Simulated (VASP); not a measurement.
# CdS (F-43m) in VASP: electric field gradients with PBE

Aim: the electric field gradients of CdS with PBE.

Program: VASP 6.6.1. These are calculated values, not measurements. Logs are shortened: lines on timing, memory, paths and dates and some standing lists are left out, and cuts for length are marked.

**1. The undisturbed crystal**

Symmetry: F-43m, No. 216, cubic system. Conventional cell: a = 5.820 Å, b = 5.820 Å, c = 5.820 Å, α = 90.00°, β = 90.00°, γ = 90.00°. Cd (site symmetry -43m) is surrounded by 4 S at 2.52 Å. Around S (site symmetry -43m) lie 4 Cd at 2.52 Å.

**2. Electric field gradients, PBE (volume scaled by 0.98)**

INCAR

```
ALGO = Normal
EDIFF = 1E-8
ENCUT = 520
GGA = PE
ISIF = 2
ISMEAR = -1
LASPH = True
LCHARG = False
LEFG = True
LREAL = False
LWAVE = False
NBANDS = 16
NELM = 100
PREC = Accurate
SIGMA = 0.03
```

KPOINTS

```
k-points
0
Gamma
  9 9 9
```

POSCAR

```
CdS
1.0
    0.0000000000      2.8904692102      2.8904692102
    2.8904692102      0.0000000000      2.8904692102
    2.8904692102      2.8904692102      0.0000000000
Cd S
1 1
Direct
    0.0000000000      0.0000000000      0.0000000000
    0.7500000000      0.7500000000      0.7500000000
```

Potentials or basis: VASP PAW PBE potentials, release 64 (Cd, S).

Run with:

```sh
$ cat potpaw_PBE.64/Cd/POTCAR potpaw_PBE.64/S/POTCAR > POTCAR
$ mpirun -np 1 vasp_std > vasp.out
```

OUTCAR:

```text
EDIFF = 1E-8
   ENCUT = 520
   GGA = PE
   ISIF = 2
   ISMEAR = -1
   LASPH = True
   LREAL = False
   NELM = 100
   PREC = Accurate

 ion  position               nearest neighbor table
   1  0.000  0.000  0.000-   2 2.50   2 2.50   2 2.50   2 2.50
   2  0.750  0.750  0.750-   1 2.50   1 2.50   1 2.50   1 2.50

  LATTYP: Found a face centered cubic cell.
 ALAT       =     5.7809384204

  Lattice vectors:

 A1 = (   0.0000000000,   2.8904692102,   2.8904692102)
 A2 = (   2.8904692102,   0.0000000000,   2.8904692102)
 A3 = (   2.8904692102,   2.8904692102,   0.0000000000)

Analysis of symmetry for initial positions (statically):
=====================================================================
 Subroutine PRICEL returns:
 Original cell was already a primitive cell.

 Routine SETGRP: Setting up the symmetry group for a
 face centered cubic supercell.

 Subroutine GETGRP returns: Found 24 space group operations
 (whereof 24 operations were pure point group operations)
 out of a pool of 48 trial point group operations.

The static configuration has the point symmetry T_d .

Analysis of symmetry for dynamics (positions and initial velocities):
=====================================================================
 Subroutine PRICEL returns:
 Original cell was already a primitive cell.

 Routine SETGRP: Setting up the symmetry group for a
 face centered cubic supercell.

 Subroutine GETGRP returns: Found 24 space group operations
 (whereof 24 operations were pure point group operations)
 out of a pool of 48 trial point group operations.

The dynamic configuration has the point symmetry T_d .

 Subroutine INISYM returns: Found 24 space group operations
 (whereof 24 operations are pure point group operations),
 and found     1 'primitive' translations

----------------------------------------------------------------------------------------

                                     Primitive cell

  volume of cell :      48.2987

  direct lattice vectors                    reciprocal lattice vectors
     0.000000000  2.890469210  2.890469210    -0.172982296  0.172982296  0.172982296
[... 121 lines left out ...]
   NGX = 15   NGY = 15   NGZ = 15

 number of electron      18.0000008 magnetization

 Free energy of the ion-electron system (eV)
  ---------------------------------------------------
  ext. energy  EPLUGINS =         0.00000000
  ---------------------------------------------------
  free energy    TOTEN  =        -6.08715832 eV

  energy without entropy =       -6.08715832  energy(sigma->0) =       -6.08715832

 E-fermi :   2.1678     XC(G=0):  -9.2765

 val. band max:        1.5498129168   @ k =   0.0000   0.0000   0.0000
 cond. band min:       2.7580845334   @ k =   0.0000   0.0000   0.0000
 fundamental gap:      1.2082716166
 Fermi energy:         2.1677919839

 k-point     1 :       0.0000    0.0000    0.0000
  band No.  band energies     occupation
      1     -10.9898      2.00000
      2      -6.2813      2.00000
      3      -6.2813      2.00000
      4      -6.2813      2.00000
      5      -5.7634      2.00000
      6      -5.7634      2.00000
[... 433 lines left out ...]
      3      -5.9182      2.00000
      4      -5.9182      2.00000
      5      -5.6716      2.00000
      6      -5.3543      2.00000
[... 8 lines left out ...]
     15      13.8865      0.00000
     16      15.5078      0.00000

 [... further k-points ...]

------------------------ aborting loop because EDIFF is reached ----------------------------------------

  FORCE on cell =-STRESS in cart. coord.  units (eV):
  Direction    XX          YY          ZZ          XY          YZ          ZX
  --------------------------------------------------------------------------------------
  -------------------------------------------------------------------------------------
  Total        1.5486827      1.5486827      1.5486827      0.0000000      0.0000000     -0.0000000
  in kB       51.3733634     51.3733634     51.3733634      0.0000000      0.0000000     -0.0000000
  external PRESSURE =      51.3733634 kB  Pullay stress =       0.0000000 kB

 VOLUME and BASIS-vectors are now :
 -----------------------------------------------------------------------------
  energy-cutoff  :      520.00
  volume of cell :       48.30
      direct lattice vectors                 reciprocal lattice vectors
     0.000000000  2.890469210  2.890469210    -0.172982296  0.172982296  0.172982296
     2.890469210  0.000000000  2.890469210     0.172982296 -0.172982296  0.172982296
     2.890469210  2.890469210  0.000000000     0.172982296  0.172982296 -0.172982296

 POSITION                                       TOTAL-FORCE (eV/Angst)
 -----------------------------------------------------------------------------------
      0.00000      0.00000      0.00000         0.000000      0.000000      0.000000
      4.33570      4.33570      4.33570        -0.000000     -0.000000     -0.000000
 -----------------------------------------------------------------------------------
    total drift:                                0.000001      0.000001      0.000001

  FREE ENERGIE OF THE ION-ELECTRON SYSTEM (eV)
  ---------------------------------------------------
  free  energy   TOTEN  =        -6.0871583178 eV

  energy  without entropy=       -6.0871583178  energy(sigma->0) =       -6.08715832

 Electric field gradients (V/A^2)
---------------------------------------------------------------------
 ion       V_xx      V_yy      V_zz      V_xy      V_xz      V_yz
---------------------------------------------------------------------
   1      -0.000    -0.000     0.000    -0.002    -0.002    -0.002
   2       0.000    -0.000     0.000    -0.000    -0.000    -0.000
---------------------------------------------------------------------

 Electric field gradients after diagonalization (V/A^2)
 (convention: |V_zz| > |V_xx| > |V_yy|)
----------------------------------------------------------------------
 ion       V_xx      V_yy      V_zz     asymmetry (V_yy - V_xx)/ V_zz
----------------------------------------------------------------------
   1       0.002     0.002    -0.004       0.000
   2       0.000     0.000    -0.000       0.000
----------------------------------------------------------------------

           NMR quadrupolar parameters

 Cq : quadrupolar parameter    Cq=e*Q*V_zz/h
 eta: asymmetry parameters     (V_yy - V_xx)/ V_zz
 Q  : nuclear electric quadrupole moment in mb (millibarn)
----------------------------------------------------------------------
 ion       Cq(MHz)       eta       Q (mb)
----------------------------------------------------------------------
   1      -0.000       0.000       1.000
   2      -0.000       0.000       1.000
----------------------------------------------------------------------
```

Run time: 36 s. Hardware: 1 thread of Intel Xeon Platinum 8488C (Sapphire Rapids), shared host; peak memory 0.17 GiB.

What came out:

```yaml
Free_energy: -6.0872 eV
Pressure: 5.1 GPa
Band_gap_on_the_k_mesh: 1.21 eV, direct
```

Electric field gradients, principal values (V/Å²):
```
atom    Vxx    Vyy     Vzz
1 Cd  0.002  0.002  -0.004
 2 S  0.000  0.000   0.000
```
